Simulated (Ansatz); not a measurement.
## How the vibrations of Ti change with volume

Method: Ansatz, DFT PBEsol, scalar-relativistic, plane waves, PAW. Cutoff 420 eV, 18×18×10 k-points (Γ-centred), Fermi-Dirac smearing of 0.15 eV. No spin polarisation. Phonons by linear response, acoustic sum rule imposed.

Equilibrium structure at this level:
```
Ti
1.0
     2.90220    0.00000    0.00000
    -1.45110    2.51338    0.00000
     0.00000    0.00000    4.60204
Ti
2
Direct
  0.33333 0.66667 0.25000
  0.66667 0.33333 0.75000
```

In a metal, frequencies depend on the k mesh and the smearing, soft modes most.

Cells at 0.98 and 1.02 times the equilibrium volume were relaxed in shape and atoms; γ = −d ln ν / d ln V, modes matched by rank.

(1) Give the optical frequencies at Γ (cm⁻¹) at the three volumes and the mode Grüneisen parameters.

(2) What pressures hold the two strained cells, and what bulk modulus follows?

## Answers

(1)
```json
{"0.98 V": "108", "V": "109", "1.02 V": "111", "γ": "-0.57", "degeneracy": "2"}
{"0.98 V": "219", "V": "208", "1.02 V": "196", "γ": "2.84", "degeneracy": "1"}
```

(2) 2.45 GPa at 0.98 V and -2.24 GPa at 1.02 V, so B = −dP/d ln V ≈ 117 GPa.

Cost: 6 runs of about 2.7 core-minutes in all, on Intel Xeon 6975P-C (Granite Rapids) (shared hosts).